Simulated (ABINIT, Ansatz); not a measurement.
Cost and result for the equilibrium volume of W

It takes space group Fm-3m (No. 225, cubic). Conventional cell: a = 4.060 Å, b = 4.060 Å, c = 4.060 Å, α = 90.00°, β = 90.00°, γ = 90.00°. W (site symmetry m-3m) is surrounded by 12 W at 2.87 Å.

This isn't the form of W at room conditions, which is bcc.

```tsv
rung	level	program and potentials	cutoff (eV)	k mesh	smearing	task	core time	chip	equilibrium volume (Å³/atom)	notes
GGA	BLYP	Ansatz, Ansatz PAW	420	11 × 11 × 11	fermi-dirac 0.05	relaxation of cell and atoms	4.2 s	Arm Neoverse V1	17.03	potentials made for PBE, which Ansatz adapts in part
GGA + dispersion	PBEsol+D3(BJ)	Ansatz, Ansatz PAW	420	11 × 11 × 11	fermi-dirac 0.05	relaxation of cell and atoms	4.5 s	Arm Neoverse V2	15.62	potentials made for PBE, which Ansatz adapts in part
GGA + dispersion	BLYP+D3(BJ)	Ansatz, Ansatz PAW	420	11 × 11 × 11	fermi-dirac 0.05	relaxation of cell and atoms	5 s	Arm Neoverse V1	16.06	potentials made for PBE, which Ansatz adapts in part
LDA	LDA	Ansatz, Ansatz PAW	420	11 × 11 × 11	fermi-dirac 0.05	relaxation of cell and atoms	5.3 s	Arm Neoverse V1	15.72	potentials made for PBE, which Ansatz adapts in part
GGA + dispersion	BLYP+D4	Ansatz, Ansatz PAW	420	11 × 11 × 11	fermi-dirac 0.05	relaxation of cell and atoms	5.4 s	Arm Neoverse V1	(a)	potentials made for PBE, which Ansatz adapts in part
GGA + dispersion	PBEsol+D4	Ansatz, Ansatz PAW	420	11 × 11 × 11	fermi-dirac 0.05	relaxation of cell and atoms	6 s	Arm Neoverse V1	(b)	potentials made for PBE, which Ansatz adapts in part
meta-GGA + dispersion	r2SCAN+D4	Ansatz, Ansatz PAW	500	11 × 11 × 11	fermi-dirac 0.05	relaxation of cell and atoms	13 s	Arm Neoverse V2	16.09	potentials made for PBE, which Ansatz adapts in part
meta-GGA + dispersion	r2SCAN+D3(BJ)	Ansatz, Ansatz PAW	500	11 × 11 × 11	fermi-dirac 0.05	relaxation of cell and atoms	13 s	Intel Xeon Platinum 8375C Ice Lake	(c)	potentials made for PBE, which Ansatz adapts in part
meta-GGA + dispersion	r2SCAN+rVV10	Ansatz, Ansatz PAW	500	11 × 11 × 11	fermi-dirac 0.05	relaxation of cell and atoms	16 s	Arm Neoverse V2	16.06	potentials made for PBE, which Ansatz adapts in part
meta-GGA	r2SCAN	Ansatz, Ansatz PAW	500	11 × 11 × 11	fermi-dirac 0.05	equation of state	16 s	Arm Neoverse V1	16.18	potentials made for PBE, which Ansatz adapts in part
hybrid	PBEsol0	Ansatz, Ansatz PAW	420	6 × 6 × 6	fermi-dirac 0.05	relaxation of cell and atoms	80 s	AMD EPYC 7R13 Zen 3	15.96	coarse mesh; potentials made for PBE, which Ansatz adapts in part
LDA	LDA	ABINIT, PseudoDojo NC SR LDA v0.4.1 standard	952	8 × 8 × 8	fermi-dirac 0.05	relaxation of cell and atoms	98 s	AMD EPYC 7571	15.65	-
```

Times are single runs on shared hosts and different chips, so they are rough; meshes, cutoffs and the tasks' sizes weigh on the time. All rows: no spin polarisation. Smearing widths are in eV. For a metal such meshes aren't converged. Meshes differ between rows, which moves values too. Meshes are those of the run's cell of 1 atom unless a note names another. Relaxations start from the cell shown or near it and stop with a little pressure left. Runs on faulty files, with rough fits or with known faults for this quantity aren't shown. PBE isn't shown for this crystal. No row holds spin-orbit coupling.

Estimate the values left out from the other rows.

(a) 16.29 Å³/atom; (b) 15.81 Å³/atom; (c) 16.02 Å³/atom.
